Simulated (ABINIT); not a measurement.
# BN (P6_3mc): a self-consistent loop beyond G0W0, cycle by cycle, part 2 of 3

Aim: iterate the self-energy on BN (P6_3mc) and follow the gap from cycle to cycle.

ABINIT 10.8.3; PBEsol and many-body steps on it, plane waves. Known limits of the many-body steps: not at the basis limit; coarse k mesh.

So far. Step 5 (evGW0, cycle 1): Against G0W0 in ABINIT (3×3×2 mesh, 23 bands, screening to 106.1 eV, Godby-Needs plasmon pole), the gap moves by +0.231 eV. This first cycle still uses the starting levels; it takes the full correction, at all points of the mesh, and its linearised value is 6.610 eV. Step 6 (evGW0, cycle 2): Against the cycle before, the gap moves by −0.034 eV.

The database entry behind the starting cell has ideal inner coordinates that were not refined, so it need not match the best structure at ambient conditions.

### 7. evGW0, cycle 3

Level of this step: evGW0 on PBEsol, plane waves, norm-conserving pseudopotentials (ABINIT).

run.abi reads:

```
acell 3*1.0 Angstrom
rprim 
  2.536000000002 -0.000000000000 0.000000000000
  -1.268000000000 2.196240423999 0.000000000000
  0.000000000000 0.000000000000 4.199000000000
ntypat 2
znucl 5 7
natom 4
typat 1 1 2 2
xred 
  0.666666666667 0.333333333333 0.000000000000
  0.333333333333 0.666666666667 0.500000000000
  0.666666666667 0.333333333333 0.375000000000
  0.333333333333 0.666666666667 0.875000000000
pp_dirpath "pseudos"
pseudos "B.upf, N.upf"
ecut 36
ngkpt 3 3 2
nshiftk 1
shiftk 0 0 0
kptopt 1
chksymbreak 0
istwfk *1
occopt 1
irdwfk 1
optdriver 4
nband 23
gwcalctyp 10
ecutsigx 36
symsigma 1
nkptgw 6
kptgw 
  0.0000000000 0.0000000000 0.0000000000
  0.3333333333 0.0000000000 0.0000000000
  0.3333333333 0.3333333333 0.0000000000
  0.0000000000 0.0000000000 0.5000000000
  0.3333333333 0.0000000000 0.5000000000
  0.3333333333 0.3333333333 0.5000000000
bdgw 
  1 16
  1 16
  1 16
  1 16
  1 16
  1 16
ecuteps 3.9
irdscr 1
ppmodel 1
irdqps 1
indata_prefix "in"
outdata_prefix "out"
tmpdata_prefix "tmp"
```

Command:

```
OMP_NUM_THREADS=1 mpirun -n 4 abinit run.abi > log
```

The log of the run:

```text
.Version 10.8.3 of ABINIT. v10.8.2 released Aug 2026.

 Symmetries : space group P6_3 m c (#186); Bravais hP (primitive hexag.)
[... echo of the input left out ...]
== DATASET  1 ==================================================================
-   mpi_nproc: 4, omp_nthreads: 1 (-1 if OMP is not activated)

--- !DatasetInfo
iteration_state: {dtset: 1, }
dimensions: {natom: 4, nkpt: 6, mband: 23, nsppol: 1, nspinor: 1, nspden: 1, mpw: 1677, }
cutoff_energies: {ecut:  36.0, pawecutdg:  -1.0, }
[...]
.  kptgw no:  4; Maximum DeltaE = (  -0.098   0.020) for band index:  1
.  kptgw no:  5; Maximum DeltaE = (  -0.018   0.012) for band index:  1
.  kptgw no:  6; Maximum DeltaE = (  -0.060  -0.016) for band index:  1

== END DATASET(S) ==============================================================
================================================================================

 -outvars: echo values of variables after computation  --------
           etotal      0.0000000000E+00
            nband          23
             nkpt           6
          spgroup         186
 [... the other variables as echoed above ...]

 Calculation completed.
```

It took 3.5 s on 4 MPI ranks of Arm Neoverse V2, shared host; peak memory 0.32 GiB; 14 s of CPU time.

Numbers from this step:

```yaml
quasiparticle_gap_on_the_mesh: 6.803 eV
gap_of_the_density_functional_on_the_mesh: 5.041 eV
k_of_the_valence_top: 0, 0, 0
k_of_the_conduction_bottom: 0.3333, 0.3333, 0
least_direct_quasiparticle_gap_on_the_computed_points: 10.80 eV
```

Against the cycle before, the gap moves by −0.004 eV.

### 8. Screening, 3×3×2 mesh, 23 bands, screening to 106.1 eV

This step: RPA screening on PBEsol, plane waves, norm-conserving pseudopotentials.

run.abi reads:

```
acell 3*1.0 Angstrom
rprim 
  2.536000000002 -0.000000000000 0.000000000000
  -1.268000000000 2.196240423999 0.000000000000
  0.000000000000 0.000000000000 4.199000000000
ntypat 2
znucl 5 7
natom 4
typat 1 1 2 2
xred 
  0.666666666667 0.333333333333 0.000000000000
  0.333333333333 0.666666666667 0.500000000000
  0.666666666667 0.333333333333 0.375000000000
  0.333333333333 0.666666666667 0.875000000000
pp_dirpath "pseudos"
pseudos "B.upf, N.upf"
ecut 36
ngkpt 3 3 2
nshiftk 1
shiftk 0 0 0
kptopt 1
chksymbreak 0
istwfk *1
occopt 1
irdwfk 1
optdriver 3
nband 23
ecuteps 3.9
inclvkb 2
awtr 1
symchi 1
gwcalctyp 10
mbpt_sciss 2.393 eV
nqptdm 1
qptdm 
  0 0 0
indata_prefix "in"
outdata_prefix "out"
tmpdata_prefix "tmp"
```

The log of the run:

```text
.Version 10.8.3 of ABINIT. v10.8.2 released Aug 2026.

 Symmetries : space group P6_3 m c (#186); Bravais hP (primitive hexag.)
[... echo of the input left out ...]
== DATASET  1 ==================================================================
-   mpi_nproc: 4, omp_nthreads: 1 (-1 if OMP is not activated)

--- !DatasetInfo
iteration_state: {dtset: 1, }
dimensions: {natom: 4, nkpt: 6, mband: 23, nsppol: 1, nspinor: 1, nspden: 1, mpw: 1677, }
cutoff_energies: {ecut:  36.0, pawecutdg:  -1.0, }
electrons: {nelect:   1.60000000E+01, charge:   0.00000000E+00, occopt:   1.00000000E+00, tsmear:   1.00000000E-02, }

 SCREENING: Calculation of the susceptibility and dielectric matrices

 Based on a program developped by R.W. Godby, V. Olevano, G. Onida, and L. Reining.
 Incorporated in ABINIT by V. Olevano, G.-M. Rignanese, and M. Torrent.
.Using double precision arithmetic ; gwpc =  8

[... cell and pseudopotentials left out ...]
--------------------------------------------------------------------------------

 ==== K-mesh for the wavefunctions ====
 Number of points in the irreducible wedge :     6
[... list of points left out ...]
 Together with 12 symmetry operations and time-reversal symmetry
 yields    18 points in the full Brillouin Zone.

 ==== Q-mesh for the screening function ====
 Number of points in the irreducible wedge :     6
[... list of points left out ...]
 Together with 12 symmetry operations and time-reversal symmetry
 yields    18 points in the full Brillouin Zone.

 setmesh: FFT mesh size selected  =    15x   15x   30
          total number of points  =         6750

 vcoul_init : cutoff-mode = AUXILIARY_FUNCTION
 q-points for optical limit:   1
     1)      0.000010    0.000020    0.000030

 Dielectric matrix will be calculated only for some
 selected q points provided by the user through the input variables
 nqptdm and qptdm

- screening: taking advantage of time-reversal symmetry
- Maximum band index for partially occupied states nbvw = 8
- Remaining bands to be divided among processors   nbcw = 15
- Number of bands treated by each node ~3

 rdqps: reading QP wavefunctions of the previous step
        looking for file in_QPS
 file not found, 1st iteration initialized with KS eigenelements

 screening : performing a first self-consistency
 update of the energies in W by a scissor operator
 applying a scissor operator of [eV] :   2.393

 Number of electrons calculated from density =   16.0000; Expected =   16.0000
 average of density, n =  0.101379
 r_s =    1.3304
 omega_plasma =   30.7135 [eV]

 calculating chi0 at frequencies [eV] :
  1    0.000000E+00    0.000000E+00
  2    0.000000E+00    3.071353E+01

--------------------------------------------------------------------------------
  q-point number  1        q = ( 0.000000, 0.000000, 0.000000) [r.l.u.]
--------------------------------------------------------------------------------
[... chi0 elements left out ...]
 For q-point:  0.000010 0.000020 0.000030
  dielectric constant =   4.5517
  dielectric constant without local fields =   4.7312

  Average fulfillment of the sum rule on Im[epsilon] for q-point    1 :     41.63  [%]
[... wings left out ...]
== END DATASET(S) ==============================================================
================================================================================

 -outvars: echo values of variables after computation  --------
           etotal      0.0000000000E+00
            nband          23
             nkpt           6
          spgroup         186
 [... the other variables as echoed above ...]

 Calculation completed.
```

Elapsed: 1.7 s, on 4 MPI ranks; peak memory 0.07 GiB; 6.5 s of CPU time.

This step gave:

* ε∞ with local fields, on this mesh, along the program's q direction: 4.552
* the same without local fields: 4.731
* plasma frequency: 30.71 eV
* plane waves in the screening matrix: 55

This screening uses the functional's bands under a rigid shift, the mean opening of the cycle before.

### 9. Screening, 3×3×2 mesh, 23 bands, screening to 106.1 eV

This step: RPA screening on PBEsol from quasiparticle energies, plane waves, norm-conserving pseudopotentials.

Changes to run.abi since step 8:

```diff
@@ -31,7 +31,11 @@
 symchi 1
+irdqps 1
 gwcalctyp 10
-mbpt_sciss 2.393 eV
-nqptdm 1
+nqptdm 5
 qptdm 
-  0 0 0
+  0.3333333333 0.0000000000 0.0000000000
+  0.3333333333 0.3333333333 0.0000000000
+  0.0000000000 0.0000000000 0.5000000000
+  0.3333333333 0.0000000000 0.5000000000
+  0.3333333333 0.3333333333 0.5000000000
 indata_prefix "in"
```

mrgscr.stdin reads:

```
2
merged
q0_SCR
out_SCR
1
```

Command:

```
OMP_NUM_THREADS=1 mpirun -n 4 abinit run.abi > log; mrgscr < mrgscr.stdin
```

The log of the run:

```text
.Version 10.8.3 of ABINIT. v10.8.2 released Aug 2026.

 Symmetries : space group P6_3 m c (#186); Bravais hP (primitive hexag.)
[... echo of the input left out ...]
== DATASET  1 ==================================================================
-   mpi_nproc: 4, omp_nthreads: 1 (-1 if OMP is not activated)

--- !DatasetInfo
iteration_state: {dtset: 1, }
dimensions: {natom: 4, nkpt: 6, mband: 23, nsppol: 1, nspinor: 1, nspden: 1, mpw: 1677, }
cutoff_energies: {ecut:  36.0, pawecutdg:  -1.0, }
[...]
q-point number  1        q = ( 0.333333, 0.000000, 0.000000) [r.l.u.]
--------------------------------------------------------------------------------
[... chi0 elements left out ...]
  Average fulfillment of the sum rule on Im[epsilon] for q-point    2 :     56.70  [%]

--------------------------------------------------------------------------------
  q-point number  2        q = ( 0.333333, 0.333333, 0.000000) [r.l.u.]
--------------------------------------------------------------------------------
[... chi0 elements left out ...]
  Average fulfillment of the sum rule on Im[epsilon] for q-point    3 :     45.47  [%]

 [... 3 further q-points ...]
```

Elapsed: 1.7 s, on 4 MPI ranks; peak memory 0.07 GiB; 6.7 s of CPU time.

This step gave:

| Property | Result |
| --- | --- |
| plasma frequency | 30.71 eV |
| plane waves in the screening matrix | 55 |

This screening reads the quasiparticle levels of the cycle before.

### 10. evGW, cycle 1

This step: evGW on PBEsol, plane waves, norm-conserving pseudopotentials.

Changes to run.abi since step 9:

```diff
@@ -25,12 +25,10 @@
 irdwfk 1
-optdriver 3
+optdriver 4
 nband 23
-ecuteps 3.9
-inclvkb 2
-awtr 1
-symchi 1
-irdqps 1
 gwcalctyp 10
-nqptdm 5
-qptdm 
+ecutsigx 36
+symsigma 1
+nkptgw 6
+kptgw 
+  0.0000000000 0.0000000000 0.0000000000
   0.3333333333 0.0000000000 0.0000000000
@@ -40,2 +38,13 @@
   0.3333333333 0.3333333333 0.5000000000
+bdgw 
+  1 16
+  1 16
+  1 16
+  1 16
+  1 16
+  1 16
+ecuteps 3.9
+irdscr 1
+ppmodel 1
+irdqps 1
 indata_prefix "in"
```

Command:

```
OMP_NUM_THREADS=1 mpirun -n 4 abinit run.abi > log
```

The log of the run:

```text
.Version 10.8.3 of ABINIT. v10.8.2 released Aug 2026.

 Symmetries : space group P6_3 m c (#186); Bravais hP (primitive hexag.)
[... echo of the input left out ...]
== DATASET  1 ==================================================================
-   mpi_nproc: 4, omp_nthreads: 1 (-1 if OMP is not activated)

--- !DatasetInfo
iteration_state: {dtset: 1, }
dimensions: {natom: 4, nkpt: 6, mband: 23, nsppol: 1, nspinor: 1, nspden: 1, mpw: 1677, }
cutoff_energies: {ecut:  36.0, pawecutdg:  -1.0, }
[...]
.  kptgw no:  4; Maximum DeltaE = (  -0.585   0.015) for band index:  1
.  kptgw no:  5; Maximum DeltaE = (  -0.560   0.016) for band index:  1
.  kptgw no:  6; Maximum DeltaE = (  -0.493   0.006) for band index:  1

== END DATASET(S) ==============================================================
================================================================================

 -outvars: echo values of variables after computation  --------
           etotal      0.0000000000E+00
            nband          23
             nkpt           6
          spgroup         186
 [... the other variables as echoed above ...]

 Calculation completed.
```

The job ended after 3.5 s (4 MPI ranks; peak memory 0.32 GiB).

Numbers from this step:

| Quantity | Value |
| --- | --- |
| quasiparticle gap on the mesh | 7.120 eV |
| gap of the density functional on the mesh | 5.041 eV |
| k of the valence top | 0, 0, 0 |
| k of the conduction bottom | 0.3333, 0.3333, 0 |
| least direct quasiparticle gap on the computed points | 11.17 eV |

Against G0W0 in ABINIT (3×3×2 mesh, 23 bands, screening to 106.1 eV, Godby-Needs plasmon pole), the gap moves by +0.510 eV.

### 11. Screening, 3×3×2 mesh, 23 bands, screening to 106.1 eV

This step: RPA screening on PBEsol, plane waves, norm-conserving pseudopotentials.

run.abi reads:

```
acell 3*1.0 Angstrom
rprim 
  2.536000000002 -0.000000000000 0.000000000000
  -1.268000000000 2.196240423999 0.000000000000
  0.000000000000 0.000000000000 4.199000000000
ntypat 2
znucl 5 7
natom 4
typat 1 1 2 2
xred 
  0.666666666667 0.333333333333 0.000000000000
  0.333333333333 0.666666666667 0.500000000000
  0.666666666667 0.333333333333 0.375000000000
  0.333333333333 0.666666666667 0.875000000000
pp_dirpath "pseudos"
pseudos "B.upf, N.upf"
ecut 36
ngkpt 3 3 2
nshiftk 1
shiftk 0 0 0
kptopt 1
chksymbreak 0
istwfk *1
occopt 1
irdwfk 1
optdriver 3
nband 23
ecuteps 3.9
inclvkb 2
awtr 1
symchi 1
gwcalctyp 10
mbpt_sciss 2.778 eV
nqptdm 1
qptdm 
  0 0 0
indata_prefix "in"
outdata_prefix "out"
tmpdata_prefix "tmp"
```

The log of the run:

```text
.Version 10.8.3 of ABINIT. v10.8.2 released Aug 2026.

 Symmetries : space group P6_3 m c (#186); Bravais hP (primitive hexag.)
[... echo of the input left out ...]
== DATASET  1 ==================================================================
-   mpi_nproc: 4, omp_nthreads: 1 (-1 if OMP is not activated)

--- !DatasetInfo
iteration_state: {dtset: 1, }
dimensions: {natom: 4, nkpt: 6, mband: 23, nsppol: 1, nspinor: 1, nspden: 1, mpw: 1677, }
cutoff_energies: {ecut:  36.0, pawecutdg:  -1.0, }
[...]
[... chi0 elements left out ...]
 For q-point:  0.000010 0.000020 0.000030
  dielectric constant =   4.4638
  dielectric constant without local fields =   4.6354

  Average fulfillment of the sum rule on Im[epsilon] for q-point    1 :     42.32  [%]
[... wings left out ...]
== END DATASET(S) ==============================================================
================================================================================

 -outvars: echo values of variables after computation  --------
           etotal      0.0000000000E+00
            nband          23
             nkpt           6
          spgroup         186
 [... the other variables as echoed above ...]

 Calculation completed.
```

Run time: 1.7 s. Hardware: 4 MPI ranks; peak memory 0.07 GiB.

This step gave:

```yaml
eps_infinity_with_local_fields_on_this_mesh_along_the_program_s_q_direction: 4.464
the_same_without_local_fields: 4.635
plasma_frequency: 30.71 eV
plane_waves_in_the_screening_matrix: 55
```

This screening uses the functional's bands under a rigid shift, the mean opening of the cycle before.

### 12. Screening, 3×3×2 mesh, 23 bands, screening to 106.1 eV

This step: RPA screening on PBEsol from quasiparticle energies, plane waves, norm-conserving pseudopotentials.

Changes to run.abi since step 11:

```diff
@@ -31,7 +31,11 @@
 symchi 1
+irdqps 1
 gwcalctyp 10
-mbpt_sciss 2.778 eV
-nqptdm 1
+nqptdm 5
 qptdm 
-  0 0 0
+  0.3333333333 0.0000000000 0.0000000000
+  0.3333333333 0.3333333333 0.0000000000
+  0.0000000000 0.0000000000 0.5000000000
+  0.3333333333 0.0000000000 0.5000000000
+  0.3333333333 0.3333333333 0.5000000000
 indata_prefix "in"
```

mrgscr.stdin is that of step 9.

Command:

```
OMP_NUM_THREADS=1 mpirun -n 4 abinit run.abi > log; mrgscr < mrgscr.stdin
```

The log of the run:

```text
.Version 10.8.3 of ABINIT. v10.8.2 released Aug 2026.

 Symmetries : space group P6_3 m c (#186); Bravais hP (primitive hexag.)
[... echo of the input left out ...]
== DATASET  1 ==================================================================
-   mpi_nproc: 4, omp_nthreads: 1 (-1 if OMP is not activated)

--- !DatasetInfo
iteration_state: {dtset: 1, }
dimensions: {natom: 4, nkpt: 6, mband: 23, nsppol: 1, nspinor: 1, nspden: 1, mpw: 1677, }
cutoff_energies: {ecut:  36.0, pawecutdg:  -1.0, }
[...]
q-point number  1        q = ( 0.333333, 0.000000, 0.000000) [r.l.u.]
--------------------------------------------------------------------------------
[... chi0 elements left out ...]
  Average fulfillment of the sum rule on Im[epsilon] for q-point    2 :     57.93  [%]

--------------------------------------------------------------------------------
  q-point number  2        q = ( 0.333333, 0.333333, 0.000000) [r.l.u.]
--------------------------------------------------------------------------------
[... chi0 elements left out ...]
  Average fulfillment of the sum rule on Im[epsilon] for q-point    3 :     46.40  [%]

 [... 3 further q-points ...]
```

The job ended after 1.7 s (4 MPI ranks; peak memory 0.07 GiB).

This step gave:

```
plasma frequency                    : 30.71 eV
plane waves in the screening matrix : 55
```

This screening reads the quasiparticle levels of the cycle before.

### 13. evGW, cycle 2

This step: evGW on PBEsol, plane waves, norm-conserving pseudopotentials.

Changes to run.abi since step 12:

```diff
@@ -25,12 +25,10 @@
 irdwfk 1
-optdriver 3
+optdriver 4
 nband 23
-ecuteps 3.9
-inclvkb 2
-awtr 1
-symchi 1
-irdqps 1
 gwcalctyp 10
-nqptdm 5
-qptdm 
+ecutsigx 36
+symsigma 1
+nkptgw 6
+kptgw 
+  0.0000000000 0.0000000000 0.0000000000
   0.3333333333 0.0000000000 0.0000000000
@@ -40,2 +38,13 @@
   0.3333333333 0.3333333333 0.5000000000
+bdgw 
+  1 16
+  1 16
+  1 16
+  1 16
+  1 16
+  1 16
+ecuteps 3.9
+irdscr 1
+ppmodel 1
+irdqps 1
 indata_prefix "in"
```

Command:

```
OMP_NUM_THREADS=1 mpirun -n 4 abinit run.abi > log
```

The log of the run:

```text
.Version 10.8.3 of ABINIT. v10.8.2 released Aug 2026.

 Symmetries : space group P6_3 m c (#186); Bravais hP (primitive hexag.)
[... echo of the input left out ...]
== DATASET  1 ==================================================================
-   mpi_nproc: 4, omp_nthreads: 1 (-1 if OMP is not activated)

--- !DatasetInfo
iteration_state: {dtset: 1, }
dimensions: {natom: 4, nkpt: 6, mband: 23, nsppol: 1, nspinor: 1, nspden: 1, mpw: 1677, }
cutoff_energies: {ecut:  36.0, pawecutdg:  -1.0, }
[...]
.  kptgw no:  4; Maximum DeltaE = (  -0.029   0.000) for band index:  3
.  kptgw no:  5; Maximum DeltaE = (  -0.031  -0.000) for band index:  3
.  kptgw no:  6; Maximum DeltaE = (  -0.031  -0.001) for band index:  3

== END DATASET(S) ==============================================================
================================================================================

 -outvars: echo values of variables after computation  --------
           etotal      0.0000000000E+00
            nband          23
             nkpt           6
          spgroup         186
 [... the other variables as echoed above ...]

 Calculation completed.
```

The job ended after 3.5 s (4 MPI ranks; peak memory 0.36 GiB).

Numbers from this step:

```yaml
quasiparticle_gap_on_the_mesh: 7.162 eV
gap_of_the_density_functional_on_the_mesh: 5.041 eV
k_of_the_valence_top: 0, 0, 0
k_of_the_conduction_bottom: 0.3333, 0.3333, 0
least_direct_quasiparticle_gap_on_the_computed_points: 11.21 eV
```

Against the cycle before, the gap moves by +0.042 eV.

### 14. Screening, 3×3×2 mesh, 23 bands, screening to 106.1 eV

This step: RPA screening on PBEsol, plane waves, norm-conserving pseudopotentials.

run.abi reads:

```
acell 3*1.0 Angstrom
rprim 
  2.536000000002 -0.000000000000 0.000000000000
  -1.268000000000 2.196240423999 0.000000000000
  0.000000000000 0.000000000000 4.199000000000
ntypat 2
znucl 5 7
natom 4
typat 1 1 2 2
xred 
  0.666666666667 0.333333333333 0.000000000000
  0.333333333333 0.666666666667 0.500000000000
  0.666666666667 0.333333333333 0.375000000000
  0.333333333333 0.666666666667 0.875000000000
pp_dirpath "pseudos"
pseudos "B.upf, N.upf"
ecut 36
ngkpt 3 3 2
nshiftk 1
shiftk 0 0 0
kptopt 1
chksymbreak 0
istwfk *1
occopt 1
irdwfk 1
optdriver 3
nband 23
ecuteps 3.9
inclvkb 2
awtr 1
symchi 1
gwcalctyp 10
mbpt_sciss 2.827 eV
nqptdm 1
qptdm 
  0 0 0
indata_prefix "in"
outdata_prefix "out"
tmpdata_prefix "tmp"
```

The log of the run:

```text
.Version 10.8.3 of ABINIT. v10.8.2 released Aug 2026.

 Symmetries : space group P6_3 m c (#186); Bravais hP (primitive hexag.)
[... echo of the input left out ...]
== DATASET  1 ==================================================================
-   mpi_nproc: 4, omp_nthreads: 1 (-1 if OMP is not activated)

--- !DatasetInfo
iteration_state: {dtset: 1, }
dimensions: {natom: 4, nkpt: 6, mband: 23, nsppol: 1, nspinor: 1, nspden: 1, mpw: 1677, }
cutoff_energies: {ecut:  36.0, pawecutdg:  -1.0, }
[...]
[... chi0 elements left out ...]
 For q-point:  0.000010 0.000020 0.000030
  dielectric constant =   4.4529
  dielectric constant without local fields =   4.6235

  Average fulfillment of the sum rule on Im[epsilon] for q-point    1 :     42.41  [%]
[... wings left out ...]
== END DATASET(S) ==============================================================
================================================================================

 -outvars: echo values of variables after computation  --------
           etotal      0.0000000000E+00
            nband          23
             nkpt           6
          spgroup         186
 [... the other variables as echoed above ...]

 Calculation completed.
```

Run time: 1.7 s. Hardware: 4 MPI ranks; peak memory 0.07 GiB; 6.6 s of CPU time.

This step gave:

```yaml
eps_infinity_with_local_fields_on_this_mesh_along_the_program_s_q_direction: 4.453
the_same_without_local_fields: 4.623
plasma_frequency: 30.71 eV
plane_waves_in_the_screening_matrix: 55
```

This screening uses the functional's bands under a rigid shift, the mean opening of the cycle before.

(Continued in part 3 of 3.)

[Paths, hosts, dates, memory and timing lines, banners, echoed tables and standing remarks are left out of the program output.]

[Logs are printed without paths, hosts, clocks, repeated set-up lines and the standing remarks that a program may print on its own settings, such as how far it seeks lower states.]

[Runs of the session that timed out or met a known fault of the program may be left out.]

[Hosts, paths, dates, database ids (printed as entryN), source tags and the programs' standing remarks are cut or masked in the printed files.]

[G0W0 gaps are taken among the corrected bands and points alone; a level outside them can change the order at an edge.]

[Where Ansatz stands beside ABINIT at settings called matched, ABINIT's density can come from a denser mesh and the files from another edition; pairs whose starting gaps differed by over 0.03 eV were left out, so agreement reads better than it is.]
